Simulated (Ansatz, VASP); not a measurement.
**Two plane-wave programs on BiS**

INCAR

```
SYSTEM = BiS
ALGO = Normal ; EDIFF = 1E-6
ENCUT = 520 ; GGA = PE
ISIF = 2 ; ISMEAR = 0
LASPH = .True. ; LCHARG = .False.
LREAL = .False. ; LWAVE = .False.
NBANDS = 18 ; NELM = 80
PREC = Accurate ; SIGMA = 0.05
```

Contents of KPOINTS:

```
k-points
0
Gamma
  10 10 10
  0 0 0
```

POSCAR

```
BiS
1.0
    3.5798271504      0.0000000000      0.0000000000
    0.0000000000      3.5798271504      0.0000000000
    0.0000000000      0.0000000000      3.5798271504
Bi S
1 1
Direct
    0.0000000000      0.0000000000      0.0000000000
    0.5000000000      0.5000000000      0.5223474477
```

Input for Ansatz:

```yaml
crystal:
  lattice:
    - [3.5798271504, 0.0, 0.0]
    - [0.0, 3.5798271504, 0.0]
    - [0.0, 0.0, 3.5798271504]
  atoms:
    - { symbol: Bi, position: [0.0, 0.0, 0.0] }
    - { symbol: S, position: [0.5, 0.5, 0.5223474477] }
basis:
  ecutwfc: 420
  ecutrho_ratio: 4
kpoints:
  mp_grid: { grid: [10, 10, 10] }
hamiltonian:
  xc: pbe
scf:
  occupations: { method: gaussian, width: 0.05 }
output:
  forces: true
  stress: true
  eigenvalues: true
```

Alike in both runs: task single point; functional PBE; k mesh 10 × 10 × 10; occupations gaussian, width 0.05 eV; no spin polarisation.

|  | VASP | Ansatz |
| --- | --- | --- |
| version | VASP 6.6.1 | Ansatz 0.2.0 |
| potentials or method | VASP PAW PBE potentials, release 64 (Bi_d, S) | scalar-relativistic, plane waves, PAW |
| plane-wave cutoff (eV) | 520 | 420 |
| valence electrons in the cell | 21 | 21 |

|  | VASP | Ansatz | Ansatz less VASP |
| --- | --- | --- | --- |
| gap on the k mesh at the Fermi level (eV) | none | none | - |
| pressure (GPa) | 0.0 | 0.1 | +0.08 |

A gap of «none» marks a metal or a gap that the smearing closes.

Caveats: spin-orbit coupling is left out, which moves the levels of the heavy elements.
